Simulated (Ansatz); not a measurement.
Runs of Ansatz 0.2.0 on Pb. It takes space group Fm-3m (No. 225, cubic). Conventional cell: a = 4.950 Å, b = 4.950 Å, c = 4.950 Å, α = 90.00°, β = 90.00°, γ = 90.00°. Pb (site symmetry m-3m) is surrounded by 12 Pb at 3.50 Å. 

| task | level | cell | cutoff (eV) | smearing | gap on the mesh (eV) | pressure (GPa) | relaxed volume (Å³/atom) |
| --- | --- | --- | --- | --- | --- | --- | --- |
| relaxation of cell and atoms | PBE+D4 | relaxed | - | fermi-dirac 0.05 eV | - | 0.0 | 30.39 |
| single point | PBE | as given | 154 | gaussian 0.013 eV | none | 2.3 | - |
| single point | PBE | as given | 154 | gaussian 0.019 eV | none | 2.3 | - |
| density of states | BLYP+D4 | as given | 154 | tetrahedron | none | 2.1 | - |
| relaxation of cell and atoms | BLYP+D4 | relaxed | - | fermi-dirac 0.05 eV | - | 0.0 | (a) |
| single point | PBE | as given | 154 | gaussian 0.011 eV | none | 2.3 | - |

Alike in all rows: potentials or basis all-electron LAPW, scalar-relativistic; no spin polarisation; k mesh 9 × 9 × 9; basis error allowed 0.001 eV/atom.

Task: Fill in the values left out.

Result: (a) 31.58.

Caveats: the program warned that the printed levels may be off, so bands, gaps and densities of states are rough (some runs); pairwise dispersion overbinds metals, which lowers pressure and volume (some runs); with tetrahedron occupations forces and stress needn't match the slope of the energy (some runs).

A k mesh can miss the band edges, and the runs leave out spin-orbit coupling on Pb.

A gap of «none» marks a metal or a gap under the smearing width.
